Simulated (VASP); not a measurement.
From VASP inputs to Ansatz: BN (strained zincblende)

INCAR

```
EDIFF = 1E-7
LREAL = .FALSE.
LCHARG = .FALSE.
ISIF = 2
IBRION = -1
LWAVE = .FALSE.
METAGGA = R2SCAN
NELM = 120
ENCUT = 520
ALGO = Normal
SIGMA = 0.01
ISMEAR = 0
LASPH = .TRUE.
NSW = 0
NBANDS = 11
PREC = Accurate
```

KPOINTS

```
KPOINTS created by Atomic Simulation Environment
0
Gamma
12 12 12
0 0 0
```

KPOINTS_OPT

```
special points
7
Reciprocal
0.0000000000 0.0000000000 0.0000000000 1
-0.5000000000 -0.5000000000 0.0000000000 1
-0.3750000000 -0.3750000000 0.2500000000 1
-0.3750000000 0.0000000000 0.3750000000 1
0.0000000000 0.0000000000 0.5000000000 1
-0.5000000000 -0.2500000000 0.2500000000 1
0.0000000000 0.5000000000 0.5000000000 1
```

POSCAR

```
B  N
 1.0000000000000000
     0.0418970831000000    1.7925777840999999    1.7925777840999999
     1.7925777840999999    0.0418970831000000    1.7925777840999999
     1.7925777840999999    1.7925777840999999    0.0418970831000000
 B   N
   1   1
Cartesian
  0.0009819561621056  0.0009819561621056  0.0009819561621056
  0.9057812066628944  0.9057812066628944  0.9057812066628945
```

VASP ran with the recommended PBE PAW datasets (8 valence electrons in the cell).

Problem. Write an Ansatz input for this cell and level of theory.

Solution. 

```yaml
crystal:
  lattice:
    - [0.0418970831, 1.7925777841, 1.7925777841]
    - [1.7925777841, 0.0418970831, 1.7925777841]
    - [1.7925777841, 1.7925777841, 0.0418970831]
  atoms:
    - { symbol: B, position: [0.0002707312, 0.0002707312, 0.0002707312] }
    - { symbol: "N", position: [0.2497292688, 0.2497292688, 0.2497292688] }
kpoints:
  mp_grid: { grid: [12, 12, 12] }
  band_path:
    path:
      - [0.0, 0.0, 0.0]
      - [-0.5, -0.5, 0.0]
      - [-0.375, -0.375, 0.25]
      - [-0.375, 0.0, 0.375]
      - [0.0, 0.0, 0.5]
      - [-0.5, -0.25, 0.25]
      - [0.0, 0.5, 0.5]
    npoints: 1
hamiltonian:
  xc: r2scan
scf:
  occupations: { method: fixed }
  n_extra_bands: 4
output:
  forces: true
  stress: true
  eigenvalues: true
  write_density: true
  write_potential: true
  elf: true
  volumetric_format: npy
```

Other inputs would serve too.

|  | VASP | Ansatz |
| --- | --- | --- |
| gap between bands v and c | 4.93 eV | 4.95 eV |
| least direct gap | 8.86 eV | 8.89 eV |
| pressure | 26.3 GPa | 25.0 GPa |

The two codes use different PAW datasets and cutoffs. VASP's cell holds 8 valence electrons and Ansatz's 8. Ansatz's stress includes a Pulay correction; VASP's doesn't.
